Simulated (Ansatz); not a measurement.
**In2Sb: convergence and cost**

The task here is to estimate one member of a computed series from the others.

Program: Ansatz 0.2.0. Level of theory: DFT r2SCAN, scalar-relativistic, plane waves, PAW. These are calculated values, not measurements.

1 further run of the same task is left out (it didn't finish).

## The structure to begin with

Symmetry: P6_3/mmc, No. 194, hexagonal system. Conventional cell: a = 5.380 Å, b = 5.380 Å, c = 6.723 Å, α = 90.00°, β = 90.00°, γ = 120.00°. In (site symmetry -6m2) is surrounded by 5 Sb at 3.11 to 3.36 Å and 6 In at 3.53 Å. In (site symmetry -3m) is surrounded by 8 In at 3.36 to 3.53 Å and 6 Sb at 3.53 Å. Sb (site symmetry -6m2) has 11 In at 3.11 to 3.53 Å as nearest neighbours.

Structure file:

```
CELL_PARAMETERS angstrom
5.37990 0.00000 0.00000
-2.68995 4.65913 0.00000
0.00000 0.00000 6.72255
ATOMIC_POSITIONS crystal
In 0.66667 0.33333 0.25000
In 0.33333 0.66667 0.75000
In 0.00000 0.00000 0.50000
In 0.00000 0.00000 0.00000
Sb 0.66667 0.33333 0.75000
Sb 0.33333 0.66667 0.25000
```

The structure comes from the Materials Project (structure only); it is used as listed.

The first run:

Contents of input.yaml:

```yaml
crystal:
  lattice:
    - [5.3799042018, 0.0, 0.0]
    - [-2.6899521009, 4.6591337087, 0.0]
    - [0.0, 0.0, 6.722552]
  atoms:
    - { symbol: In, position: [0.66666667, 0.33333333, 0.25] }
    - { symbol: In, position: [0.33333333, 0.66666667, 0.75] }
    - { symbol: In, position: [0.0, 0.0, 0.5] }
    - { symbol: In, position: [0.0, 0.0, 0.0] }
    - { symbol: Sb, position: [0.66666667, 0.33333333, 0.75] }
    - { symbol: Sb, position: [0.33333333, 0.66666667, 0.25] }
basis:
  ecutwfc: 500
kpoints:
  mp_grid: { grid: [6, 6, 4] }
hamiltonian:
  xc: r2scan
scf:
  occupations: { method: gaussian, width: 0.1 }
output:
  forces: true
  stress: true
  eigenvalues: true
```

The run is started by

```bash
$ ansatz run input.yaml --threads 1 --pin off --max-ram 2560MiB --backend cpu --events-out ev --progress --plain --runs-dir out
```

Among the steps run: Quick check of gap, pressure and forces; The base run; Plane-wave cutoff set to 150 eV; Plane-wave cutoff set to 200 eV; Plane-wave cutoff set to 250 eV; Plane-wave cutoff set to 300 eV; Plane-wave cutoff: 350 eV; Plane-wave cutoff set to 380 eV; Plane-wave cutoff: 460 eV; Plane-wave cutoff: 520 eV; Plane-wave cutoff: 600 eV; Plane-wave cutoff set to 700 eV; Plane-wave cutoff: 850 eV.

One of the session's tables, all rows but one given; the rest of the session is left out.

| cutoff (eV) | ΔE (meV/atom) | pressure (GPa) |
| --- | --- | --- |
| 150 | 64371 | 1.66 |
| 200 | 9101 | 3.16 |
| 250 | 1048 | -0.70 |
| 300 | 80.9 | -0.85 |
| 350 | 6.03 | -0.88 |
| 380 | 3.83 | -0.88 |
| 460 | 1.49 | -0.89 |
| 500 | 0.89 | -0.89 |
| 520 | 0.77 | -0.89 |
| 600 | 0.59 | -0.89 |
| 700 | ? | ? |
| 850 | 0.00 | -0.89 |

Q: Estimate the row for cutoff (eV) = 700 from the others.

Worked estimate for «ΔE (meV/atom)». A straight line through the neighbours (600, 0.59) and (850, 0.00) gives 0.59 + (0.00 − 0.59) × (700 − 600) / (850 − 600) = 0.35; a parabola fitted to 3 rows on both sides gives 0.36.

**Answer.** ΔE (meV/atom): 0.43; pressure (GPa): -0.89. In «ΔE (meV/atom)» the line misses by -0.08 and the parabola by -0.07.

Caveats from the session: The settings are coarse, so take the values as rough. Warnings in the runs' records: cutoff below recommended.
